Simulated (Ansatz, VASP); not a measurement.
CdS (Greenockite): VASP beside Ansatz

```
CELL_PARAMETERS angstrom
4.15000 0.00000 0.00000
-2.07500 3.59401 0.00000
0.00000 0.00000 6.73700
ATOMIC_POSITIONS crystal
Cd 0.66667 0.33333 0.50000
Cd 0.33333 0.66667 0.00000
S 0.66667 0.33333 0.87500
S 0.33333 0.66667 0.37500
```

Alike in both runs: task relaxation of cell and atoms; functional PBEsol; dispersion D3(BJ); k mesh 7 × 7 × 4; occupations fermi-dirac, width 0.05 eV; no spin polarisation.

|  | VASP | Ansatz |
| --- | --- | --- |
| version | VASP 6.6.1 | Ansatz 0.2.0 |
| potentials or method | VASP PAW PBE potentials, release 64 (Cd, S) | Ansatz PAW |
| plane-wave cutoff (eV) | 600 | 420 |
| valence electrons in the cell | 36 | 52 |

Ansatz gave:

| Quantity | Value |
| --- | --- |
| gap on the k mesh at the Fermi level, each at its own relaxed structure (eV) | 1.15 |
| relaxed volume (Å³/atom) | 24.01 |
| relaxed cell length with the largest relative difference (Å) | 6.651 |
| energy change over the relaxation (meV/atom) | -10 |

Task: Which values does VASP return?

Result: gap on the k mesh at the Fermi level, each at its own relaxed structure (eV): 1.14; relaxed volume (Å³/atom): 24.15; relaxed cell length with the largest relative difference (Å): 6.669; energy change over the relaxation (meV/atom): -8.

The two sets of potentials don't hold the same shells in valence.

Caveats: the PAW data sets were made with another functional, which shifts forces and pressure a little (VASP); odd divisions of the mesh miss points on the zone boundary, where band edges often lie, so the gap on the mesh can be too wide (Ansatz); the plane-wave basis is chosen anew once the cell has moved, so the energies of steps on either side of that aren't comparable (Ansatz); the PAW data sets come from PBE, with cores solved anew for the run's functional, which leaves a small shift of forces and pressure (Ansatz). Expect the measured gap to be larger: semilocal functionals such as PBEsol lack the derivative discontinuity.
